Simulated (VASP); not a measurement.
# VASP 6.6.1 run: BeS

INCAR

```
LASPH = .TRUE.
ISMEAR = 0
AMIX = 0.05
NBANDS = 11
ENCUT = 520
METAGGA = R2SCAN
NELM = 120
SIGMA = 0.01
ISIF = 2
LREAL = .FALSE.
LCHARG = .FALSE.
ISYM = -1
IBRION = -1
LWAVE = .FALSE.
PREC = Accurate
EDIFF = 1E-7
NSW = 0
ALGO = Normal
```

KPOINTS

```
KPOINTS created by Atomic Simulation Environment
0
Gamma
10 10 10
0 0 0
```

POSCAR

```
Be S
 1.0000000000000000
     0.0000000000000000    2.4343062303999998    2.3430197467000000
     2.4343062303999998    0.0000000000000000    2.3430197467000000
     2.4343062303999998    2.4343062303999998    0.0000000000000000
 Be  S
   1   1
Cartesian
  0.0000000000000000  0.0000000000000000  0.0000000000000000
  1.2171531151999999  1.2171531151999999  1.1715098733500000
```

The recommended PBE PAW datasets give the neutral cell 8 valence electrons.

Command

```
mpirun -np 1 vasp_std
```

OSZICAR

```
N       E                     dE             d eps       ncg     rms          rms(c)
DAV:   1     0.154901551748E+02    0.15490E+02   -0.40217E+03 22048   0.642E+02
DAV:   2    -0.150923042187E+02   -0.30582E+02   -0.29251E+02 28998   0.121E+02
DAV:   3    -0.163044181642E+02   -0.12121E+01   -0.12098E+01 28556   0.239E+01
DAV:   4    -0.163111883726E+02   -0.67702E-02   -0.67690E-02 26928   0.207E+00
DAV:   5    -0.163112414485E+02   -0.53076E-04   -0.53075E-04 28974   0.180E-01    0.611E+00
DAV:   6    -0.147983341354E+02    0.15129E+01   -0.15805E-01 23822   0.316E+00    0.677E+00
DAV:   7    -0.148121073529E+02   -0.13773E-01   -0.27295E-03 30130   0.379E-01    0.692E+00
DAV:   8    -0.147556606109E+02    0.56447E-01   -0.33461E-01 25009   0.342E+00    0.316E+00
DAV:   9    -0.147672531858E+02   -0.11593E-01   -0.35193E-02 29198   0.117E+00    0.199E+00
DAV:  10    -0.147623788079E+02    0.48744E-02   -0.81636E-03 24841   0.405E-01    0.148E+00
DAV:  11    -0.147620830802E+02    0.29573E-03   -0.36062E-03 26653   0.283E-01    0.848E-01
DAV:  12    -0.147622193679E+02   -0.13629E-03   -0.57454E-05 25527   0.584E-02    0.825E-01
DAV:  13    -0.147631970195E+02   -0.97765E-03   -0.12953E-03 23035   0.289E-01    0.638E-02
DAV:  14    -0.147632133333E+02   -0.16314E-04   -0.38337E-05 35498   0.589E-02    0.321E-02
DAV:  15    -0.147632148956E+02   -0.15624E-05   -0.92816E-07 25183   0.517E-03    0.353E-02
DAV:  16    -0.147632119471E+02    0.29486E-05   -0.46242E-05 25115   0.408E-02    0.315E-03
DAV:  17    -0.147632118121E+02    0.13495E-06   -0.18079E-06 26124   0.856E-03    0.249E-03
DAV:  18    -0.147632117954E+02    0.16737E-07   -0.33875E-08 15636   0.140E-03
   1 F= -.14763212E+02 E0= -.14763212E+02  d E =-.441292E-50
```

From OUTCAR

```
k-points           NKPTS =   1000   k-points in BZ     NKDIM =   1000   number of bands    NBANDS=     11

   NELECT =       8.0000    total number of electrons

   dimension x,y,z NGX =    28 NGY =   28 NGZ =   28
   dimension x,y,z NGXF=    56 NGYF=   56 NGZF=   56

  energy-cutoff  :      520.00
  volume of cell :       27.77
      direct lattice vectors                 reciprocal lattice vectors
     0.000000000  2.434306230  2.343019747    -0.205397330  0.205397330  0.213399823
     2.434306230  0.000000000  2.343019747     0.205397330 -0.205397330  0.213399823
     2.434306230  2.434306230  0.000000000     0.205397330  0.205397330 -0.213399823

 k-points in reciprocal lattice and weights: KPOINTS created by Atomic Simulation Env
   0.00000000  0.00000000  0.00000000       0.001
   0.10000000 -0.00000000  0.00000000       0.001
   0.20000000 -0.00000000  0.00000000       0.001
   0.30000000  0.00000000  0.00000000       0.001
   0.40000000  0.00000000  0.00000000       0.001
   0.50000000  0.00000000  0.00000000       0.001
  -0.40000000  0.00000000  0.00000000       0.001
  -0.30000000 -0.00000000  0.00000000       0.001
   ...

 E-fermi :   4.4885

 k-point     1 :       0.0000    0.0000    0.0000
  band No.  band energies     occupation
      1     -10.2341      2.00000
      2       4.1849      2.00000
      3       4.1849      2.00000
      4       4.3866      2.00000
      5      10.4776      0.00000
      6      10.5152      0.00000
      7      10.5152      0.00000
      8      11.1785      0.00000
      9      17.2876      0.00000
     10      18.1188      0.00000
     11      20.3906      0.00000

 k-point     2 :       0.1000   -0.0000    0.0000
  band No.  band energies     occupation
      1     -10.1103      2.00000
      2       3.3954      2.00000
      3       4.0299      2.00000
      4       4.2016      2.00000
      5      10.5269      0.00000
      6      10.7692      0.00000
      7      10.7778      0.00000
      8      11.9882      0.00000
      9      16.8465      0.00000
     10      17.5408      0.00000
     11      20.2590      0.00000

 k-point     3 :       0.2000   -0.0000    0.0000
  band No.  band energies     occupation
      1      -9.7566      2.00000
      2       1.6779      2.00000
      3       3.6770      2.00000
      4       3.9094      2.00000
      5      10.5086      0.00000
      6      11.2388      0.00000
      7      11.3304      0.00000
      8      13.7146      0.00000
      9      16.5052      0.00000
     10      16.9136      0.00000
     11      19.8715      0.00000

 k-point     4 :       0.3000    0.0000    0.0000
  band No.  band energies     occupation
      1      -9.2388      2.00000
      2      -0.0594      2.00000
      3       3.3144      2.00000
      4       3.6147      2.00000
      5      10.4446      0.00000
      6      11.3996      0.00000
      7      11.6922      0.00000
      8      15.3229      0.00000
      9      17.2199      0.00000
     10      17.2377      0.00000
     11      19.6781      0.00000

 k-point     5 :       0.4000    0.0000    0.0000
  band No.  band energies     occupation
      1      -8.7162      2.00000
      2      -1.3755      2.00000
      3       3.0620      2.00000
      4       3.4108      2.00000
      5      10.3769      0.00000
      6      11.2753      0.00000
      7      11.7174      0.00000
      8      16.2379      0.00000
      9      18.5824      0.00000
     10      18.9083      0.00000
     11      20.2041      0.00000

 ...

  Total        0.5325064      0.5325067      1.1591188     -0.0000002     -0.0000015     -0.0000008
  in kB       30.7240908     30.7241081     66.8778308     -0.0000098     -0.0000887     -0.0000481
  external PRESSURE =      42.7753432 kB  Pullay stress =       0.0000000 kB

 POSITION                                       TOTAL-FORCE (eV/Angst)
 -----------------------------------------------------------------------------------
      0.00000      0.00000      0.00000        -0.000002     -0.000001     -0.000001
      1.21715      1.21715      1.17151         0.000002      0.000001      0.000001
 -----------------------------------------------------------------------------------
    total drift:                                0.000005      0.000003      0.000003

  FREE ENERGIE OF THE ION-ELECTRON SYSTEM (eV)
  ---------------------------------------------------
  free  energy   TOTEN  =       -14.7632117954 eV

  energy  without entropy=      -14.7632117954  energy(sigma->0) =      -14.76321180
```

It converged. Results: gap between bands v and c on the k mesh 3.17 eV; least direct gap on the k mesh 6.09 eV; pressure 4.3 GPa. Band v is the last that the valence electrons fill when counted band by band, and c is the next.

For comparison, a separate r²SCAN run of the intended cell, on usual settings and not on those above, gives a gap of 3.17 eV on its mesh and a pressure of 4.3 GPa.

The run above took about 12 min on one core of a shared host (Intel Xeon 6975P-C) and held 0.4 GiB at most.
